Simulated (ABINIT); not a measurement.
# BN (P6_3mc): G0W0 with ABINIT, start to end, part 3 of 3

Aim: the G0W0 gap of BN (P6_3mc) on PBEsol, step by step.

ABINIT 10.8.3; PBEsol and many-body steps on it, plane waves. Known limits of the many-body steps: not at the basis limit; coarse k mesh.

So far. Step 4 (Empty states on the mesh, 3×3×2 mesh, 27 bands): On this mesh the gap is 5.041 eV. Step 5 (Screening, 3×3×2 mesh, 23 bands, screening to 106.1 eV): Local fields lower ε∞ by 4 %. On a Γ-centred mesh this coarse the value itself is usually too large, while a short band sum pulls it down.

The database entry behind the starting cell has ideal inner coordinates that were not refined, so it need not match the best structure at ambient conditions.

### 6. Self-energy, 3×3×2 mesh, 23 bands, screening to 106.1 eV

The self-energy is evaluated for the states that the input lists, and the levels follow from it, in one-shot runs by the linearised quasiparticle equation.

This step: G0W0 on PBEsol, plane waves, norm-conserving pseudopotentials.

Input file run.abi:

```
acell 3*1.0 Angstrom
rprim 
  2.536000000002 -0.000000000000 0.000000000000
  -1.268000000000 2.196240423999 0.000000000000
  0.000000000000 0.000000000000 4.199000000000
ntypat 2
znucl 5 7
natom 4
typat 1 1 2 2
xred 
  0.666666666667 0.333333333333 0.000000000000
  0.333333333333 0.666666666667 0.500000000000
  0.666666666667 0.333333333333 0.375000000000
  0.333333333333 0.666666666667 0.875000000000
pp_dirpath "pseudos"
pseudos "B.upf, N.upf"
ecut 36
ngkpt 3 3 2
nshiftk 1
shiftk 0 0 0
kptopt 1
chksymbreak 0
istwfk *1
occopt 1
irdwfk 1
optdriver 4
nband 23
gwcalctyp 0
ecutsigx 36
symsigma 1
nkptgw 2
kptgw 
  0.0000000000 0.0000000000 0.0000000000
  0.3333333333 0.3333333333 0.0000000000
bdgw 
  7 10
  7 11
ecuteps 3.9
irdscr 1
ppmodel 1
indata_prefix "in"
outdata_prefix "out"
tmpdata_prefix "tmp"
```

Started as:

```bash
> OMP_NUM_THREADS=1 mpirun -n 4 abinit run.abi > log
```

Numbers of over 12 decimals in the logs are rounded to 6 here.

The program printed:

```text
.Version 10.8.3 of ABINIT. v10.8.2 released Aug 2026.

 Symmetries : space group P6_3 m c (#186); Bravais hP (primitive hexag.)
[... echo of the input left out ...]
== DATASET  1 ==================================================================
-   mpi_nproc: 4, omp_nthreads: 1 (-1 if OMP is not activated)

--- !DatasetInfo
iteration_state: {dtset: 1, }
dimensions: {natom: 4, nkpt: 6, mband: 23, nsppol: 1, nspinor: 1, nspden: 1, mpw: 1677, }
cutoff_energies: {ecut:  36.0, pawecutdg:  -1.0, }
electrons: {nelect:   1.60000000E+01, charge:   0.00000000E+00, occopt:   1.00000000E+00, tsmear:   1.00000000E-02, }

 SIGMA: Calculation of the GW corrections

 Based on a program developped by R.W. Godby, V. Olevano, G. Onida, and L. Reining.
 Incorporated in ABINIT by V. Olevano, G.-M. Rignanese, and M. Torrent.
.Using double precision arithmetic ; gwpc =  8

[... cell and pseudopotentials left out ...]
--------------------------------------------------------------------------------

 ==== K-mesh for the wavefunctions ====
 Number of points in the irreducible wedge :     6
[... list of points left out ...]
 Together with 12 symmetry operations and time-reversal symmetry
 yields    18 points in the full Brillouin Zone.

 ==== Q-mesh for screening function ====
 Number of points in the irreducible wedge :     6
[... list of points left out ...]
 Together with 12 symmetry operations and time-reversal symmetry
 yields    18 points in the full Brillouin Zone.

 vcoul_init : cutoff-mode = AUXILIARY_FUNCTION
 q-points for optical limit:   1
     1)      0.000010    0.000020    0.000030
 setmesh: FFT mesh size selected  =    27x   27x   48
          total number of points  =        34992

 Number of electrons calculated from density =   16.0000; Expected =   16.0000
 average of density, n =  0.101379
 r_s =    1.3304
 omega_plasma =   30.7135 [eV]

 === KS Band Gaps ===
  >>>> For spin  1
   Minimum direct gap =   8.4459 [eV], located at k-point      :   0.0000  0.0000  0.0000
   Fundamental gap    =   5.0411 [eV], Top of valence bands at :   0.0000  0.0000  0.0000
                                       Bottom of conduction at :   0.3333  0.3333  0.0000
 SIGMA fundamental parameters:
 PLASMON POLE MODEL  1
 number of plane-waves for SigmaX                 1677
 number of plane-waves for SigmaC and W             55
 number of plane-waves for wavefunctions          1677
 number of bands                                    23
 number of independent spin polarizations            1
 number of spinorial components                      1
 number of k-points in IBZ                           6
 number of q-points in IBZ                           6
 number of symmetry operations                      12
 number of k-points in BZ                           18
 number of q-points in BZ                           18
 number of frequencies for dSigma/dE                 9
 frequency step for dSigma/dE [eV]                0.25
 number of omega for Sigma on real axis              0
 max omega for Sigma on real axis  [eV]           0.00
 zcut for avoiding poles [eV]                     0.10

 EPSILON^-1 parameters (SCR file):
 dimension of the eps^-1 matrix on file             55
 dimension of the eps^-1 matrix used                55
 number of plane-waves for wavefunctions          1677
 number of bands                                    23
 number of q-points in IBZ                           6
 number of frequencies                               2
 number of real frequencies                          1
 number of imag frequencies                          1

 matrix elements of self-energy operator (all in [eV])

 Perturbative Calculation

--- !SelfEnergy_ee
iteration_state: {dtset: 1, }
kpoint     : [   0.000,    0.000,    0.000, ]
spin       : 1
KS_gap     :    8.446
QP_gap     :   10.568
Delta_QP_KS:    2.122
data: !SigmaeeData |
     Band     E0 <VxcDFT>   SigX SigC(E0)      Z dSigC/dE  Sig(E)    E-E0       E
        7   8.522 -18.525 -22.211   4.012   0.837  -0.195 -18.253   0.272   8.794
        8   8.522 -18.525 -22.211   4.012   0.837  -0.195 -18.253   0.272   8.794
        9  16.968 -13.576  -6.745  -4.026   0.854  -0.172 -11.181   2.395  19.363
       10  16.968 -13.576  -6.745  -4.026   0.854  -0.172 -11.181   2.395  19.363

--- !SelfEnergy_ee
iteration_state: {dtset: 1, }
kpoint     : [   0.333,    0.333,    0.000, ]
spin       : 1
KS_gap     :   10.530
QP_gap     :   12.729
Delta_QP_KS:    2.199
data: !SigmaeeData |
     Band     E0 <VxcDFT>   SigX SigC(E0)      Z dSigC/dE  Sig(E)    E-E0       E
        7   3.033 -16.107 -21.018   4.475   0.822  -0.216 -16.465  -0.358   2.676
        8   3.033 -16.108 -21.018   4.475   0.822  -0.216 -16.465  -0.358   2.676
        9  13.563 -12.056  -6.379  -3.551   0.866  -0.155 -10.215   1.841  15.404
       10  22.069 -15.753  -7.525  -4.829   0.828  -0.208 -12.940   2.813  24.882
       11  22.069 -15.753  -7.525  -4.829   0.828  -0.208 -12.940   2.813  24.882

== END DATASET(S) ==============================================================
================================================================================

 -outvars: echo values of variables after computation  --------
           etotal      0.0000000000E+00
            nband          23
             nkpt           6
          spgroup         186
 [... the other variables as echoed above ...]

 Calculation completed.
```

The job ended after 1.8 s (4 MPI ranks of Arm Neoverse V2, shared host; peak memory 0.09 GiB).

Numbers from this step:

```yaml
g0w0_gap_on_the_points_computed: 6.610 eV
starting_gap_on_the_mesh: 5.041 eV
k_of_the_valence_top: 0, 0, 0
k_of_the_conduction_bottom: 0.3333, 0.3333, 0
z_at_the_valence_top: 0.837
z_at_the_conduction_bottom: 0.866
least_direct_g0w0_gap_on_the_computed_points: 10.57 eV
```

The gap on the mesh goes from 5.04 eV to 6.61 eV, a correction of +1.57 eV.

Limits: finite bands, cutoff and mesh; coarse k mesh. v1 is the top filled band, c1 the lowest empty one. Levels before and after the correction, in eV, zero at the valence-band top of each column:

```tsv
	conduction bottom	valence top
Kohn-Sham	5.04	0.00
G0W0	6.61	0.00
```

```tsv
	level	energy (eV)
Kohn-Sham	Γ v2-v1	0.000
Kohn-Sham	Γ c1-c2	8.446
Kohn-Sham	(0.333 0.333 0) v2-v1	-5.489
Kohn-Sham	(0.333 0.333 0) c1	5.041
Kohn-Sham	(0.333 0.333 0) c2-c3	13.547
G0W0	Γ v2-v1	0.000
G0W0	Γ c1-c2	10.569
G0W0	(0.333 0.333 0) v2-v1	-6.118
G0W0	(0.333 0.333 0) c1	6.610
G0W0	(0.333 0.333 0) c2-c3	16.088
```

### 7. Where the time went

Times are wall times on 4 MPI ranks of Arm Neoverse V2, shared host, good to a factor of about two.

```tsv
step	time	share	memory (GiB)
ground state	8 s	35 %	0.26
bands along the symmetry lines	8.6 s	38 %	0.25
empty states on the mesh	2.5 s	11 %	0.07
screening	1.8 s	8 %	0.07
self-energy	1.8 s	8 %	0.09
```

### 8. What came out

* PBEsol gap: 5.04 eV, indirect
* G0W0 gap on the mesh: 6.61 eV
* GW settings: 3×3×2 mesh, 23 bands, screening to 106.1 eV, Godby-Needs plasmon pole
* known limits: not at the basis limit; coarse k mesh

In words: G0W0 moves the gap on the mesh from 5.04 eV to 6.61 eV (+1.57 eV), with Z of 0.84 and 0.87 at the edges. Local fields lower the RPA ε∞ on this mesh from 5.47 to 5.22; a Γ-centred mesh this coarse tends to raise both, most where the direct gap is narrow, while a short band sum lowers them. Only 2 of the mesh's irreducible points were corrected, so a valley elsewhere could overtake. Bands and cutoff are finite, so the gap is not at the basis limit. The miss can reach some tenths of an eV and take either sign; the mesh is an error of its own. In the G0W0 run levels were corrected at 2 k points alone, so a gap called «on the mesh» is the least over those, and an edge elsewhere would be missed. The 3×3×2 mesh is coarse for this cell, which bears on the long-range parts of exchange and screening.

[Paths, hosts, dates, memory and timing lines, banners, echoed tables and standing remarks are left out of the program output.]

[Logs are printed without paths, hosts, clocks, repeated set-up lines and the standing remarks that a program may print on its own settings, such as how far it seeks lower states.]

[Runs of the session that timed out or met a known fault of the program may be left out.]

[Hosts, paths, dates, database ids (printed as entryN), source tags and the programs' standing remarks are cut or masked in the printed files.]

[G0W0 gaps are taken among the corrected bands and points alone; a level outside them can change the order at an edge.]

[Where Ansatz stands beside ABINIT at settings called matched, ABINIT's density can come from a denser mesh and the files from another edition; pairs whose starting gaps differed by over 0.03 eV were left out, so agreement reads better than it is.]
